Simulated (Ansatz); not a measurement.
# Copper, fcc under PBE: testing the plane-wave cutoff

A convergence test of the plane-wave cutoff. The geometry was relaxed under PBE beforehand and stays fixed; 9 values are run, from 150 to 800 eV. Wanted are the values from which on the energy stays within 10 and 1 meV/atom, and the pressure within 0.5 GPa, of the last run. Within the series other settings stay, but some runs also write fields, which adds to their time. Spin polarisation is left out.

Computed with Ansatz 0.2.0 (DFT PBE, plane waves with PAW, scalar-relativistic, unless a step says otherwise).

### Step 1. The system as given

Symmetry: Fm-3m, No. 225, cubic system. Conventional cell: a = 3.629 Å, b = 3.629 Å, c = 3.629 Å, α = 90.00°, β = 90.00°, γ = 90.00°. Cu (site symmetry m-3m) is surrounded by 12 Cu at 2.57 Å.

As a file:

```xyz
1
Lattice="0.0000 1.8146 1.8146 1.8146 0.0000 1.8146 1.8146 1.8146 0.0000" Properties=species:S:1:pos:R:3 pbc="T T T"
Cu    0.0000    0.0000    0.0000
```

### Step 2. The usual settings first

Input file input.yaml:

```yaml
crystal:
  lattice:
    - [0.0, 1.8145751207, 1.8145751207]
    - [1.8145751207, 0.0, 1.8145751207]
    - [1.8145751207, 1.8145751207, 0.0]
  atoms:
    - { symbol: Cu, position: [0.0, 0.0, 0.0] }
hamiltonian:
  xc: pbe
  pseudopotentials:
    kind: paw
    azcp:
      Cu: "pseudopotentials/Cu.paw.azcp"
basis:
  ecutwfc: 420
  fft_grid_basis: typed
kpoints:
  mp_grid: { grid: [24, 24, 24], shift: [0, 0, 0] }
magnetization:
  spin_polarized: false
scf:
  occupations: { method: fermi_dirac, width: 0.1 }
  lower_state_search: "off"
output:
  stress: true
  write_density: true
  write_potential: true
  elf: true
  volumetric_format: npy
```

Started as:

```bash
> ansatz run input.yaml --threads 1 --pin off --max-ram 3584MiB --backend cpu --events-out ev --progress --plain --runs-dir out
```

Standard output, cut to the lines that bear on the results:

```text
[...]
Pseudopotentials: kind: paw
Pseudopotential: Cu, paw, valence charge 19, recommended cutoff 420 eV (normal), <dir>
Functional definition: PBE
[...]
Crystal: 1 atoms, lattice volume = 11.950 Å³
Basis set: ecut = 420 eV, 259 PW (Γ)
Bands: 14, of which v1, the nominal top of the filled ones, is band 10 counted from 1 (9 counted from 0)
Symmetry: 48 space group operations
Space group: Fm-3m (ITA 225), of the structure as read, at distance tolerance 2.3e-5 Å
k-points: 413 of 13824
[...]
SCF iter   1: F=—  HF=-6625.179568 eV  |F-HF|=—  |Δ(HF+E_count)|=         —  Δρ=7.16e-4  dr2=1.52e-5  ethr=1.77e-3  ⟨swp⟩=5.3  Hψ=28753  notcnv=0
[...]
SCF iter   6: F=-6625.179708 eV  HF=-6625.179708 eV  |F-HF|=8.19e-12  |Δ(HF+E_count)|=  2.39e-10  Δρ=1.26e-7  dr2=1.16e-12  ethr=1.00e-12  ⟨swp⟩=4.4  Hψ=28518  notcnv=0
[...]
SCF converged after 6 iterations
Free energy (F): -6625.179708 eV
[...]
E sigma→0 (E₀):  -6625.175019 eV
Entropy (-TS):   -0.009378 eV (-9.378 meV/atom)
Fermi energy:    16.537168 eV
[...]
--- Stress (GPa, compression-positive) ---
        0.088986       0.000000       0.000000
        0.000000       0.088986       0.000000
        0.000000      -0.000000       0.088986
  P = ⅓ Tr σ = 0.0890 GPa (0.890 kbar)
--- Band table (eV; the first three rows and the last of 413) ---
  k-point 0: bands = ["-96.0318", "-53.3464", "-53.3464", "-53.3464", "7.1959", "13.5493", "13.5493", "13.5493", "14.3674", "14.3674", "39.0286", "41.4389", "41.4389", "41.4389"]
[...]
```

Run time: 7.8 s. Hardware: 1 thread of Intel Xeon Platinum 8259CL at 2.50GHz (Skylake/Cascade Lake), shared host; peak memory 0.54 GiB.

### Step 3. Run at 150 eV

The run at 150 eV.

Changes to input.yaml since step 2:

```diff
@@ -14,6 +14,6 @@
 basis:
-  ecutwfc: 420
+  ecutwfc: 150
   fft_grid_basis: typed
 kpoints:
-  mp_grid: { grid: [24, 24, 24], shift: [0, 0, 0] }
+  mp_grid: { grid: [15, 15, 15], shift: [0, 0, 0] }
 magnetization:
@@ -25,5 +25 @@
   stress: true
-  write_density: true
-  write_potential: true
-  elf: true
-  volumetric_format: npy
```

Started as:

```bash
> ansatz run input.yaml --threads 1 --pin off --max-ram 3584MiB --backend cpu --events-out ev --progress --plain --runs-dir out
```

Standard output, cut to the lines that bear on the results:

```text
Warning: basis.ecutwfc = 150 eV is below the records' recommended 420 eV, and the density's cutoff is lower with it unless basis.ecutrho_ratio is high enough to keep the records' density cutoff: compare with a run at a higher cutoff
Warning: basis.ecutrho_ratio 4 (ecutrho = 600 eV, dense FFT grid 12×12×12): the grid does not resolve the core-correction charge of Cu (measure 0.09 e/Å^2.5); warned from 0.08. The energy and each atom's force then go with where the atoms sit on the grid: on a 12-atom cubic HfO2 cell [...]
[... 3 set-up lines as earlier in the session ...]
[...]
Crystal: 1 atoms, lattice volume = 11.950 Å³
Basis set: ecut = 150 eV, 59 PW (Γ)
Bands: 14, of which v1, the nominal top of the filled ones, is band 10 counted from 1 (9 counted from 0)
[... 2 set-up lines as earlier in the session ...]
k-points: 120 of 3375
[...]
SCF iter   1: F=—  HF=-6561.521328 eV  |F-HF|=—  |Δ(HF+E_count)|=         —  Δρ=8.55e-1  dr2=3.80e1  ethr=1.77e-3  ⟨swp⟩=1.1  Hψ=6066  notcnv=0
[...]
SCF iter  10: F=-6535.362897 eV  HF=-6535.362897 eV  |F-HF|=5.46e-12  |Δ(HF+E_count)|=   1.16e-9  Δρ=3.50e-7  dr2=7.67e-12  ethr=1.46e-11  ⟨swp⟩=1.0  Hψ=4385  notcnv=0
[...]
SCF converged after 10 iterations
Free energy (F): -6535.362897 eV
[...]
E sigma→0 (E₀):  -6535.358328 eV
Entropy (-TS):   -0.009137 eV (-9.137 meV/atom)
Fermi energy:    15.847874 eV
[...]
--- Stress (GPa, compression-positive) ---
      112.570364      -0.000000       0.000000
       -0.000000     112.570364       0.000000
        0.000000       0.000000     112.570364
  P = ⅓ Tr σ = 112.5704 GPa (1125.704 kbar)
```

Wall time 1.3 s (1 thread of Intel Xeon Platinum 8259CL at 2.50GHz (Skylake/Cascade Lake), shared host); peak memory 0.44 GiB.

### Step 4. Run at 200 eV

The run at 200 eV.

Changes to input.yaml since step 3:

```diff
@@ -14,3 +14,3 @@
 basis:
-  ecutwfc: 150
+  ecutwfc: 200
   fft_grid_basis: typed
@@ -25 +25,5 @@
   stress: true
+  write_density: true
+  write_potential: true
+  elf: true
+  volumetric_format: npy
```

Started as:

```bash
> ansatz run input.yaml --threads 1 --pin off --max-ram 3584MiB --backend cpu --events-out ev --progress --plain --runs-dir out
```

Standard output, cut to the lines that bear on the results:

```text
Warning: basis.ecutwfc = 200 eV is below the records' recommended 420 eV, and the density's cutoff is lower with it unless basis.ecutrho_ratio is high enough to keep the records' density cutoff: compare with a run at a higher cutoff
Warning: basis.ecutrho_ratio 4 (ecutrho = 800 eV, dense FFT grid 12×12×12): the grid does not resolve the core-correction charge of Cu (measure 0.09 e/Å^2.5); warned from 0.08. The energy and each atom's force then go with where the atoms sit on the grid: on a 12-atom cubic HfO2 cell [...]
[... 3 set-up lines as earlier in the session ...]
[...]
Crystal: 1 atoms, lattice volume = 11.950 Å³
Basis set: ecut = 200 eV, 65 PW (Γ)
Bands: 14, of which v1, the nominal top of the filled ones, is band 10 counted from 1 (9 counted from 0)
[... 2 set-up lines as earlier in the session ...]
k-points: 120 of 3375
[...]
SCF iter   1: F=—  HF=-6612.569935 eV  |F-HF|=—  |Δ(HF+E_count)|=         —  Δρ=2.29e-1  dr2=2.46e0  ethr=1.77e-3  ⟨swp⟩=3.3  Hψ=7124  notcnv=0
[...]
SCF iter   8: F=-6609.833006 eV  HF=-6609.833006 eV  |F-HF|=5.72e-10  |Δ(HF+E_count)|=   5.55e-8  Δρ=3.36e-6  dr2=8.53e-10  ethr=5.26e-10  ⟨swp⟩=5.6  Hψ=6798  notcnv=0
[...]
SCF converged after 8 iterations
Free energy (F): -6609.833006 eV
[...]
E sigma→0 (E₀):  -6609.827957 eV
Entropy (-TS):   -0.010098 eV (-10.098 meV/atom)
Fermi energy:    15.590849 eV
[...]
--- Stress (GPa, compression-positive) ---
      -21.543074       0.000000      -0.000000
        0.000000     -21.543074       0.000000
       -0.000000      -0.000000     -21.543074
  P = ⅓ Tr σ = -21.5431 GPa (-215.431 kbar)
--- Band table (eV; the first three rows and the last of 120) ---
  k-point 0: bands = ["-98.7768", "-55.9352", "-55.9352", "-55.9352", "7.3620", "12.4054", "12.4054", "12.4054", "12.5038", "12.5038", "39.1904", "42.0329", "42.0329", "42.0329"]
[...]
```

Wall time 2.2 s (1 thread of Intel Xeon Platinum 8259CL at 2.50GHz (Skylake/Cascade Lake), shared host); peak memory 0.45 GiB.

### Step 5. Run at 250 eV

The run at 250 eV.

Changes to input.yaml since step 4:

```diff
@@ -14,3 +14,3 @@
 basis:
-  ecutwfc: 200
+  ecutwfc: 250
   fft_grid_basis: typed
@@ -25,5 +25 @@
   stress: true
-  write_density: true
-  write_potential: true
-  elf: true
-  volumetric_format: npy
```

Started as:

```bash
> ansatz run input.yaml --threads 1 --pin off --max-ram 3584MiB --backend cpu --events-out ev --progress --plain --runs-dir out
```

Standard output, cut to the lines that bear on the results:

```text
Warning: basis.ecutwfc = 250 eV is below the records' recommended 420 eV, and the density's cutoff is lower with it unless basis.ecutrho_ratio is high enough to keep the records' density cutoff: compare with a run at a higher cutoff
[...]
[... 3 set-up lines as earlier in the session ...]
[...]
Crystal: 1 atoms, lattice volume = 11.950 Å³
Basis set: ecut = 250 eV, 113 PW (Γ)
Bands: 14, of which v1, the nominal top of the filled ones, is band 10 counted from 1 (9 counted from 0)
[... 2 set-up lines as earlier in the session ...]
k-points: 120 of 3375
[...]
SCF iter   1: F=—  HF=-6622.874003 eV  |F-HF|=—  |Δ(HF+E_count)|=         —  Δρ=4.68e-2  dr2=9.14e-2  ethr=1.77e-3  ⟨swp⟩=3.5  Hψ=7348  notcnv=0
[...]
SCF iter   6: F=-6622.605631 eV  HF=-6622.605631 eV  |F-HF|=1.64e-11  |Δ(HF+E_count)|=   9.48e-9  Δρ=1.72e-6  dr2=1.14e-10  ethr=4.76e-10  ⟨swp⟩=2.0  Hψ=5151  notcnv=0
[...]
SCF converged after 6 iterations
Free energy (F): -6622.605631 eV
[...]
E sigma→0 (E₀):  -6622.600103 eV
Entropy (-TS):   -0.011054 eV (-11.054 meV/atom)
Fermi energy:    16.288281 eV
[...]
--- Stress (GPa, compression-positive) ---
        5.922886       0.000000       0.000000
        0.000000       5.922886      -0.000000
        0.000000      -0.000000       5.922886
  P = ⅓ Tr σ = 5.9229 GPa (59.229 kbar)
```

Run time: 1.1 s. Hardware: 1 thread of Intel Xeon Platinum 8259CL at 2.50GHz (Skylake/Cascade Lake), shared host; peak memory 0.45 GiB.

### Step 6. Run at 300 eV

The run at 300 eV.

Changes to input.yaml since step 5:

```diff
@@ -14,3 +14,3 @@
 basis:
-  ecutwfc: 250
+  ecutwfc: 300
   fft_grid_basis: typed
```

Started as:

```bash
> ansatz run input.yaml --threads 1 --pin off --max-ram 3584MiB --backend cpu --events-out ev --progress --plain --runs-dir out
```

Standard output, cut to the lines that bear on the results:

```text
Warning: basis.ecutwfc = 300 eV is below the records' recommended 420 eV, and the density's cutoff is lower with it unless basis.ecutrho_ratio is high enough to keep the records' density cutoff: compare with a run at a higher cutoff
[...]
[... 3 set-up lines as earlier in the session ...]
[...]
Crystal: 1 atoms, lattice volume = 11.950 Å³
Basis set: ecut = 300 eV, 137 PW (Γ)
Bands: 14, of which v1, the nominal top of the filled ones, is band 10 counted from 1 (9 counted from 0)
[... 2 set-up lines as earlier in the session ...]
k-points: 120 of 3375
[...]
SCF iter   1: F=—  HF=-6624.921404 eV  |F-HF|=—  |Δ(HF+E_count)|=         —  Δρ=5.76e-3  dr2=1.04e-3  ethr=1.77e-3  ⟨swp⟩=4.7  Hψ=7795  notcnv=0
[...]
SCF iter   6: F=-6624.908650 eV  HF=-6624.908650 eV  |F-HF|=5.46e-12  |Δ(HF+E_count)|=  2.65e-10  Δρ=4.14e-7  dr2=5.85e-12  ethr=8.67e-12  ⟨swp⟩=1.8  Hψ=4929  notcnv=0
[...]
SCF converged after 6 iterations
Free energy (F): -6624.908650 eV
[...]
E sigma→0 (E₀):  -6624.903367 eV
Entropy (-TS):   -0.010565 eV (-10.565 meV/atom)
Fermi energy:    16.532373 eV
[...]
--- Stress (GPa, compression-positive) ---
        2.236667       0.000000      -0.000000
       -0.000000       2.236667      -0.000000
        0.000000      -0.000000       2.236667
  P = ⅓ Tr σ = 2.2367 GPa (22.367 kbar)
```

It took 1.9 s on 1 thread of Intel Xeon Platinum 8259CL at 2.50GHz (Skylake/Cascade Lake), shared host; peak memory 0.46 GiB.

### Step 7. Run at 350 eV

The run at 350 eV.

Changes to input.yaml since step 6:

```diff
@@ -14,3 +14,3 @@
 basis:
-  ecutwfc: 300
+  ecutwfc: 350
   fft_grid_basis: typed
```

Started as:

```bash
> ansatz run input.yaml --threads 1 --pin off --max-ram 3584MiB --backend cpu --events-out ev --progress --plain --runs-dir out
```

Standard output, cut to the lines that bear on the results:

```text
Warning: basis.ecutwfc = 350 eV is below the records' recommended 420 eV, and the density's cutoff is lower with it unless basis.ecutrho_ratio is high enough to keep the records' density cutoff: compare with a run at a higher cutoff
[...]
[... 3 set-up lines as earlier in the session ...]
[...]
Crystal: 1 atoms, lattice volume = 11.950 Å³
Basis set: ecut = 350 eV, 169 PW (Γ)
Bands: 14, of which v1, the nominal top of the filled ones, is band 10 counted from 1 (9 counted from 0)
[... 2 set-up lines as earlier in the session ...]
k-points: 120 of 3375
[...]
SCF iter   1: F=—  HF=-6625.166413 eV  |F-HF|=—  |Δ(HF+E_count)|=         —  Δρ=8.14e-4  dr2=1.61e-5  ethr=1.77e-3  ⟨swp⟩=5.1  Hψ=8158  notcnv=0
[...]
SCF iter   6: F=-6625.166343 eV  HF=-6625.166343 eV  |F-HF|=9.09e-11  |Δ(HF+E_count)|=   1.23e-9  Δρ=3.68e-7  dr2=8.38e-12  ethr=2.14e-12  ⟨swp⟩=1.2  Hψ=5068  notcnv=0
[...]
SCF converged after 6 iterations
Free energy (F): -6625.166343 eV
[...]
E sigma→0 (E₀):  -6625.161035 eV
Entropy (-TS):   -0.010618 eV (-10.618 meV/atom)
Fermi energy:    16.587725 eV
[...]
--- Stress (GPa, compression-positive) ---
        0.183205       0.000000       0.000000
        0.000000       0.183205       0.000000
        0.000000      -0.000000       0.183205
  P = ⅓ Tr σ = 0.1832 GPa (1.832 kbar)
```

It took 1.9 s on 1 thread of Intel Xeon Platinum 8259CL at 2.50GHz (Skylake/Cascade Lake), shared host; peak memory 0.46 GiB.

### Step 8. Run at 420 eV

The run at 420 eV.

Changes to input.yaml since step 7:

```diff
@@ -14,3 +14,3 @@
 basis:
-  ecutwfc: 350
+  ecutwfc: 420
   fft_grid_basis: typed
```

Started as:

```bash
> ansatz run input.yaml --threads 1 --pin off --max-ram 3584MiB --backend cpu --events-out ev --progress --plain --runs-dir out
```

Standard output, cut to the lines that bear on the results:

```text
[...]
[... 3 set-up lines as earlier in the session ...]
[...]
Crystal: 1 atoms, lattice volume = 11.950 Å³
Basis set: ecut = 420 eV, 259 PW (Γ)
Bands: 14, of which v1, the nominal top of the filled ones, is band 10 counted from 1 (9 counted from 0)
[... 2 set-up lines as earlier in the session ...]
k-points: 120 of 3375
[...]
SCF iter   1: F=—  HF=-6625.178646 eV  |F-HF|=—  |Δ(HF+E_count)|=         —  Δρ=8.21e-4  dr2=2.27e-5  ethr=1.77e-3  ⟨swp⟩=5.2  Hψ=8336  notcnv=0
[...]
SCF iter   6: F=-6625.178782 eV  HF=-6625.178782 eV  |F-HF|=1.09e-11  |Δ(HF+E_count)|=  3.27e-11  Δρ=1.19e-7  dr2=7.50e-13  ethr=1.00e-12  ⟨swp⟩=1.1  Hψ=5037  notcnv=0
[...]
SCF converged after 6 iterations
Free energy (F): -6625.178782 eV
[...]
E sigma→0 (E₀):  -6625.173472 eV
Entropy (-TS):   -0.010620 eV (-10.620 meV/atom)
Fermi energy:    16.595473 eV
[...]
--- Stress (GPa, compression-positive) ---
        0.004304      -0.000000       0.000000
       -0.000000       0.004304      -0.000000
       -0.000000      -0.000000       0.004304
  P = ⅓ Tr σ = 0.0043 GPa (0.043 kbar)
```

It took 2.4 s on 1 thread of Intel Xeon Platinum 8259CL at 2.50GHz (Skylake/Cascade Lake), shared host; peak memory 0.46 GiB.

### Step 9. Run at 500 eV

The run at 500 eV.

Changes to input.yaml since step 8:

```diff
@@ -14,3 +14,3 @@
 basis:
-  ecutwfc: 420
+  ecutwfc: 500
   fft_grid_basis: typed
```

Started as:

```bash
> ansatz run input.yaml --threads 1 --pin off --max-ram 3584MiB --backend cpu --events-out ev --progress --plain --runs-dir out
```

Standard output, cut to the lines that bear on the results:

```text
[...]
[... 3 set-up lines as earlier in the session ...]
[...]
Crystal: 1 atoms, lattice volume = 11.950 Å³
Basis set: ecut = 500 eV, 307 PW (Γ)
Bands: 14, of which v1, the nominal top of the filled ones, is band 10 counted from 1 (9 counted from 0)
[... 2 set-up lines as earlier in the session ...]
k-points: 120 of 3375
[...]
SCF iter   1: F=—  HF=-6625.181319 eV  |F-HF|=—  |Δ(HF+E_count)|=         —  Δρ=8.90e-4  dr2=1.67e-5  ethr=1.77e-3  ⟨swp⟩=5.4  Hψ=8432  notcnv=0
[...]
SCF iter   6: F=-6625.181426 eV  HF=-6625.181426 eV  |F-HF|=4.55e-12  |Δ(HF+E_count)|=  1.91e-11  Δρ=1.21e-7  dr2=5.01e-13  ethr=1.00e-12  ⟨swp⟩=1.0  Hψ=4862  notcnv=0
[...]
SCF converged after 6 iterations
Free energy (F): -6625.181426 eV
[...]
E sigma→0 (E₀):  -6625.176115 eV
Entropy (-TS):   -0.010622 eV (-10.622 meV/atom)
Fermi energy:    16.592462 eV
[...]
--- Stress (GPa, compression-positive) ---
       -0.051599      -0.000000       0.000000
       -0.000000      -0.051599       0.000000
        0.000000       0.000000      -0.051599
  P = ⅓ Tr σ = -0.0516 GPa (-0.516 kbar)
```

Run time: 1.9 s. Hardware: 1 thread of Intel Xeon Platinum 8259CL at 2.50GHz (Skylake/Cascade Lake), shared host; peak memory 0.48 GiB.

### Step 10. Run at 600 eV

The run at 600 eV.

Changes to input.yaml since step 9:

```diff
@@ -14,3 +14,3 @@
 basis:
-  ecutwfc: 500
+  ecutwfc: 600
   fft_grid_basis: typed
```

Started as:

```bash
> ansatz run input.yaml --threads 1 --pin off --max-ram 3584MiB --backend cpu --events-out ev --progress --plain --runs-dir out
```

Standard output, cut to the lines that bear on the results:

```text
[...]
[... 3 set-up lines as earlier in the session ...]
[...]
Crystal: 1 atoms, lattice volume = 11.950 Å³
Basis set: ecut = 600 eV, 411 PW (Γ)
Bands: 14, of which v1, the nominal top of the filled ones, is band 10 counted from 1 (9 counted from 0)
[... 2 set-up lines as earlier in the session ...]
k-points: 120 of 3375
[...]
SCF iter   1: F=—  HF=-6625.181871 eV  |F-HF|=—  |Δ(HF+E_count)|=         —  Δρ=9.07e-4  dr2=1.72e-5  ethr=1.77e-3  ⟨swp⟩=5.2  Hψ=8505  notcnv=0
[...]
SCF iter   6: F=-6625.181970 eV  HF=-6625.181970 eV  |F-HF|=9.09e-13  |Δ(HF+E_count)|=  9.09e-11  Δρ=2.84e-7  dr2=3.56e-12  ethr=1.04e-12  ⟨swp⟩=1.0  Hψ=4565  notcnv=0
[...]
SCF converged after 6 iterations
Free energy (F): -6625.181970 eV
[...]
E sigma→0 (E₀):  -6625.176659 eV
Entropy (-TS):   -0.010622 eV (-10.622 meV/atom)
Fermi energy:    16.591740 eV
[...]
--- Stress (GPa, compression-positive) ---
       -0.061758      -0.000000       0.000000
        0.000000      -0.061758       0.000000
       -0.000000      -0.000000      -0.061758
  P = ⅓ Tr σ = -0.0618 GPa (-0.618 kbar)
```

Run time: 2.7 s. Hardware: 1 thread of Intel Xeon Platinum 8259CL at 2.50GHz (Skylake/Cascade Lake), shared host; peak memory 0.49 GiB.

### Step 11. Run at 800 eV

The run at 800 eV.

Changes to input.yaml since step 10:

```diff
@@ -14,3 +14,3 @@
 basis:
-  ecutwfc: 600
+  ecutwfc: 800
   fft_grid_basis: typed
```

Started as:

```bash
> ansatz run input.yaml --threads 1 --pin off --max-ram 3584MiB --backend cpu --events-out ev --progress --plain --runs-dir out
```

Standard output, cut to the lines that bear on the results:

```text
[...]
[... 3 set-up lines as earlier in the session ...]
[...]
Crystal: 1 atoms, lattice volume = 11.950 Å³
Basis set: ecut = 800 eV, 609 PW (Γ)
Bands: 14, of which v1, the nominal top of the filled ones, is band 10 counted from 1 (9 counted from 0)
[... 2 set-up lines as earlier in the session ...]
k-points: 120 of 3375
[...]
SCF iter   1: F=—  HF=-6625.182048 eV  |F-HF|=—  |Δ(HF+E_count)|=         —  Δρ=8.34e-4  dr2=1.56e-5  ethr=1.77e-3  ⟨swp⟩=5.2  Hψ=8506  notcnv=0
[...]
SCF iter   6: F=-6625.182136 eV  HF=-6625.182136 eV  |F-HF|=0.00e0  |Δ(HF+E_count)|=  6.73e-11  Δρ=2.96e-7  dr2=2.59e-12  ethr=1.29e-12  ⟨swp⟩=1.0  Hψ=4505  notcnv=0
[...]
SCF converged after 6 iterations
Free energy (F): -6625.182136 eV
[...]
E sigma→0 (E₀):  -6625.176825 eV
Entropy (-TS):   -0.010622 eV (-10.622 meV/atom)
Fermi energy:    16.591828 eV
[...]
--- Stress (GPa, compression-positive) ---
       -0.064695       0.000000       0.000000
        0.000000      -0.064695      -0.000000
        0.000000      -0.000000      -0.064695
  P = ⅓ Tr σ = -0.0647 GPa (-0.647 kbar)
```

Run time: 2.6 s. Hardware: 1 thread of Intel Xeon Platinum 8259CL at 2.50GHz (Skylake/Cascade Lake), shared host; peak memory 0.52 GiB.

### Step 12. The series

Differences are taken from the run at 800 eV.

| cutoff (eV) | plane waves at Γ | E(σ → 0) (meV/atom) | P (GPa) | SCF cycles | CPU time |
| --- | --- | --- | --- | --- | --- |
| 150 | 59 | 89818.50 | 112.57 | 10 | 1.3 s |
| 200 | 65 | 15348.87 | -21.54 | 8 | 2.2 s |
| 250 | 113 | 2576.72 | 5.92 | 6 | 1.1 s |
| 300 | 137 | 273.46 | 2.24 | 6 | 1.9 s |
| 350 | 169 | 15.79 | 0.18 | 6 | 1.9 s |
| 420 | 259 | 3.35 | 0.00 | 6 | 2.4 s |
| 500 | 307 | 0.71 | -0.05 | 6 | 1.9 s |
| 600 | 411 | 0.17 | -0.06 | 6 | 2.7 s |
| 800 | 609 | 0.00 | -0.06 | 6 | 2.6 s |

### Step 13. Results

| quantity | value |
| --- | --- |
| E(σ → 0) stays within 10 meV/atom of 800 eV | from 420 eV on |
| E(σ → 0) stays within 1 meV/atom | from 500 eV on |
| pressure stays within 0.5 GPa | from 350 eV on |
| pressure at 800 eV | -0.06 GPa |
| CPU time, dearest over cheapest | 2.4 |
| run at the usual settings (mesh 24×24×24 against the series' 15×15×15, 420 eV) | +1.8 meV/atom from 800 eV, 0.09 GPa |

The far end, 150 eV, lies +89818 meV/atom and +112.6 GPa from the yardstick. The energy falls at each step up in cutoff, as the variational principle asks. Total energies within 1 meV/atom need 500 eV; differences between like structures often settle sooner.
